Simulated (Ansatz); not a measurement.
**TiSi₂ under pressure**

Computed with DFT PBEsol, scalar-relativistic, plane waves, PAW in Ansatz. (420 eV cutoff, 10×10×10 k-mesh, Gaussian smearing of 0.10 eV, no spin polarisation)

Reference structure (relaxed):

```yaml
crystal:
  lattice:
    - [1.75852, -6.67412, 0.00000]
    - [1.75852, 6.67412, 0.00000]
    - [0.00000, 0.00000, 3.55562]
  atoms:
    - { symbol: Ti, position: [0.89752, 0.10248, 0.75000] }
    - { symbol: Ti, position: [0.10248, 0.89752, 0.25000] }
    - { symbol: Si, position: [0.55999, 0.44001, 0.75000] }
    - { symbol: Si, position: [0.44001, 0.55999, 0.25000] }
    - { symbol: Si, position: [0.24972, 0.75028, 0.75000] }
    - { symbol: Si, position: [0.75028, 0.24972, 0.25000] }
```

Cell and atoms are relaxed at each pressure within the symmetry of the start, at zero temperature, so transitions that lower the symmetry aren't seen. The k-mesh given is that at zero pressure and may differ at others. a, b and c are the lengths of the cell vectors above.

```
P (GPa) V (Å³/atom) V/V0  a (Å) b (Å) c (Å)
     -1        14.01  1.007  6.926  6.926  3.562
      0        13.91  1.000  6.902  6.902  3.556
      1        13.81  0.993  6.878  6.878  3.550
      4        13.53  0.973  6.812  6.812  3.532
     12        12.91  0.928  6.665  6.665  3.490
     25        12.14  0.873  6.487  6.487  3.431
     50        11.10  0.798  6.243  6.243  3.344
     90        10.01  0.720  5.984  5.984  3.243
```

Problem. What bulk modulus and pressure derivative fit these points?

Solution. A third-order Birch–Murnaghan fit gives B0 = 139 GPa and B0' = 4.1.

Problem. Which cell vector or vectors give way most up to 90 GPa?

Solution. a and b: the changes are a -13.3 %, b -13.3 %, c -8.8 %.

This form isn't the usual stable structure of the compound.